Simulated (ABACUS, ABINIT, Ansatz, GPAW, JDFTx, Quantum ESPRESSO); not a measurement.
# MnS: programs and potentials compared

```xyz
2
Lattice="0.0000 2.4735 2.4735 2.4735 0.0000 2.4735 2.4735 2.4735 0.0000" Properties=species:S:1:pos:R:3 pbc="T T T"
Mn   -0.0059    0.0120   -0.0006
S     3.6968    3.6845    3.6093
```

The cell is a database's computed one, not the measured one.

Atoms were shifted at random by some hundredths of an Å from the given cell, which wasn't relaxed again for these runs.

Alike in all runs: task single point; functional PBEsol; k mesh 9 × 9 × 9; occupations fermi-dirac, width 0.05 eV; collinear spin, ferromagnetic start; no spin-orbit coupling. Pressure is positive in compression and, in plane waves, holds the error of the finite cutoff.

| program and potentials | plane-wave cutoff (eV) | notes | pressure (GPa) | net moment per atom (μB) | largest force (eV/Å) | energy over the undisturbed cell (meV/atom) |
| --- | --- | --- | --- | --- | --- | --- |
| JDFTx, PseudoDojo-SR-PBEsol-0.4.1-standard with smoothed tails | 1306 | - | -2.15 | 0.14 | 1.450 | - |
| ABINIT, PseudoDojo NC SR PBEsol v0.4.1 standard | 1306 | - | -2.16 | 0.14 | 1.450 | - |
| Ansatz, all-electron LAPW, scalar-relativistic | - | - | -2.04 | 0.12 | 1.445 | - |
| ABACUS, PseudoDojo NC SR 0.4.1 PBEsol standard, plane waves | 1320 | - | -2.15 | 0.14 | 1.449 | 38.22 |
| GPAW, PAW data sets generated for this functional | 600 | - | -1.36 | 0.11 | 1.452 | - |
| Quantum ESPRESSO, GBRV 1.5 PBEsol | 612 | - | -2.20 | 0.12 | 1.447 | 38.25 |

Force on atom 1 (Mn), eV/Å:

```tsv
program and potentials	x	y	z
JDFTx, PseudoDojo-SR-PBEsol-0.4.1-standard with smoothed tails	0.092	-0.489	-1.362
ABINIT, PseudoDojo NC SR PBEsol v0.4.1 standard	0.092	-0.489	-1.362
Ansatz, all-electron LAPW, scalar-relativistic	0.093	-0.494	-1.355
ABACUS, PseudoDojo NC SR 0.4.1 PBEsol standard, plane waves	0.092	-0.488	-1.362
GPAW, PAW data sets generated for this functional	0.093	-0.499	-1.360
Quantum ESPRESSO, GBRV 1.5 PBEsol	0.094	-0.494	-1.356
```

The pressure spans -2.20 (Quantum ESPRESSO, GBRV 1.5 PBEsol) to -1.36 GPa (GPAW, PAW data sets generated for this functional), with all-electron results at -2.04. The net moment per atom spans 0.11 (GPAW, PAW data sets generated for this functional) to 0.14 μB (JDFTx, PseudoDojo-SR-PBEsol-0.4.1-standard with smoothed tails), with all-electron results at 0.12. The state is the one that the start led to, which needn't be the lowest.

Differences between rows come from potentials, basis sets and numerical settings, since the functional is the same but for its coding. Runs on potential files found faulty are left out.
